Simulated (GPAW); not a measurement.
Si:

```
Si
1.0
     2.62054    0.00000    0.00000
    -1.31027    2.26946    0.00000
     0.00000    0.00000    2.46635
Si
1
Direct
  0.00000 0.00000 0.00000
```

This isn't the form of Si at room conditions, which is diamond.

* Program: GPAW 26.7.0
* Task: relaxation of cell and atoms
* Functional: RPBE
* Dispersion: D4
* Potentials or basis: the program's PAW data sets (release 1.2.1) made for this functional
* Cutoff: 600 eV
* Basis: pw
* k mesh: 12 × 12 × 11
* Occupations: fermi-dirac, width 0.05 eV
* Spin: no spin polarisation

At the start: pressure -4.3 GPa; volume 14.67 Å³/atom.

Q: How do energy, volume and symmetry change on relaxing?

A: Over 9 steps the energy falls by 9.2 meV/atom and the volume is 14.15 Å³/atom (-3.5 %); space group P6/mmm (No. 191, to 0.05 Å).

The path:
```tsv
step	energy change (eV)	largest force (eV/Å)	pressure (GPa)	volume (Å³)
1	0.0000	0.0000	-4.30	14.67
2	-0.0049	0.0000	-2.99	14.50
3	-0.0090	0.0000	-0.61	14.21
4	-0.0074	0.0000	2.20	13.91
5	-0.0077	0.0000	2.00	13.93
6	-0.0082	0.0000	1.63	13.97
7	-0.0088	0.0000	1.11	14.02
8	-0.0092	0.0000	0.51	14.08
9	-0.0092	0.0000	-0.11	14.15
```

Final structure:
```
CELL_PARAMETERS angstrom
2.57921 0.00000 0.00000
-1.28961 2.23366 0.00000
0.00000 0.00000 2.45675
ATOMIC_POSITIONS crystal
Si 0.00000 0.00000 0.00000
```

Caveat: later steps reuse the first step's grids; pairwise dispersion overbinds metals, which lowers pressure and volume.
